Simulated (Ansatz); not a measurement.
# SiNi3 in Ansatz: the effect of fixed moment

Crystal: SiNi3.

```
CELL_PARAMETERS angstrom
3.54200 0.00000 0.00000
0.00000 3.54200 0.00000
0.00000 0.00000 3.54200
ATOMIC_POSITIONS crystal
Ni 0.50000 0.50000 0.00000
Ni 0.50000 0.00000 0.50000
Ni 0.00000 0.50000 0.50000
Si 0.00000 0.00000 0.00000
```

Alike in all runs:

```yaml
Program: Ansatz 0.2.0
Task: single point
Functional: PBE
Potentials_or_basis: Ansatz PAW
Cutoff: "420 eV (not typed: the program's choice for these potentials)"
k_mesh: 6 × 6 × 6
Occupations: fermi-dirac, width 0.05 eV
```

Task: One run gave: energy over the lowest run 148.9 meV/atom; pressure -1.5 GPa. Which fixed moment did it use?
A. 3.8
B. 2.2
C. 0.8
D. 6
E. 4.5

Result: B.

```tsv
fixed moment	spin	starting moments	energy over the lowest run (meV/atom)	pressure (GPa)
0	collinear spin, program default start	-	0.0	-6.0
0.8	collinear spin, ferromagnetic start	[0.2666666667, 0.2666666667, 0.2666666667, 0.0] μB	26.4	-5.2
1.5	collinear spin, ferromagnetic start	[0.5, 0.5, 0.5, 0.0] μB	67.9	-3.7
2.2	collinear spin, ferromagnetic start	[0.7333333333, 0.7333333333, 0.7333333333, 0.0] μB	148.9	-1.5
3	collinear spin, ferromagnetic start	[1.0, 1.0, 1.0, 0.0] μB	288.6	1.7
3.8	collinear spin, ferromagnetic start	[1.2666666667, 1.2666666667, 1.2666666667, 0.0] μB	503.2	6.9
4.5	collinear spin, ferromagnetic start	[1.5, 1.5, 1.5, 0.0] μB	763.6	12.2
6	collinear spin, ferromagnetic start	[2.0, 2.0, 2.0, 0.0] μB	1560.8	25.2
```

Caveats: the total moment is fixed, so each spin has its own Fermi level; the thresholds are loose for stress.
